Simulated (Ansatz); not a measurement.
**All-electron card of Tl**

```
Tl
1.0
     3.25101    0.00000    0.00000
     0.00000    3.25101    0.00000
     0.00000    0.00000    3.25101
Tl
1
Direct
  0.00000 0.00000 0.00000
```

The structure comes from a relaxation in the same program, started in the sc type, and has space group Pm-3m. Whether it is a known phase or the ground state wasn't checked.

Spin–orbit coupling is left out, though it moves levels of the heavy atoms by tenths of an eV or more.

Theory: DFT, PBE, all-electron LAPW, scalar-relativistic (Ansatz 0.2.0).

The runs use a Γ-centred 13×13×13 k mesh, Fermi–Dirac smearing of 0.08 eV, basis error target 0.25 meV/atom, no spin polarisation.

| Item | Value |
| --- | --- |
| Band gap | none: with an odd electron count and no spin polarisation the bands can't all be full, a metal in this set-up (spin order or a larger cell could open a gap) |
| Density of states at the Fermi level (0.2 eV bin) | 0.67 states/eV per cell |
| Volume per atom | 231.9 bohr³ |
| Pressure at this cell | 0.2 kbar |
